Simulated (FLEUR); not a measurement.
Runs of FLEUR MaX-R8.1 (patched build s14) on C. The structure is hexagonal, space group P6_3/mmc (No. 194). Conventional cell: a = 2.522 Å, b = 2.522 Å, c = 12.356 Å, α = 90.00°, β = 90.00°, γ = 120.00°. C (site symmetry 3m) has 4 C at 1.54 Å as nearest neighbours. C (site symmetry 3m) has 4 C at 1.54 Å as nearest neighbours. C (site symmetry 3m) is surrounded by 4 C at 1.54 Å. This is a hexagonal form of diamond, not graphite.

```tsv
task	level	gmax	muffin-tin radii	max iterations	mixing factor	mixer	kmax	gap on the mesh (eV)	V0 of scaled cells (Å³/atom)	B0 (GPa)
band structure	LDA (von Barth-Hedin)	15.6 1/bohr	C 1.35 bohr	60	0.05	Anderson	5.04 1/bohr	4.37	-	-
equation of state	PBEsol	16.1 1/bohr	C 1.31 bohr	-	-	-	5.19 1/bohr	-	(b)	454
band structure	PBEsol	15.6 1/bohr	C 1.35 bohr	60	0.05	Anderson	5.04 1/bohr	(a)	-	-
equation of state	LDA (von Barth-Hedin)	16.1 1/bohr	C 1.31 bohr	-	-	-	5.19 1/bohr	-	5.54	474
```

Alike in all rows: potentials or basis all-electron, FLAPW; no spin polarisation; cell as given; k mesh 12 × 12 × 3; smearing fermi-dirac 0.05 eV.

Estimate the missing entries.

(a) 4.26; (b) 5.65.

Caveats: small basis for a fit (some runs); the cell was scaled at fixed shape and fractional positions, which overstates the stiffness of a crystal with free parameters, most of all of layers and chains (some runs).

Runs at the PBE level aren't shown here.
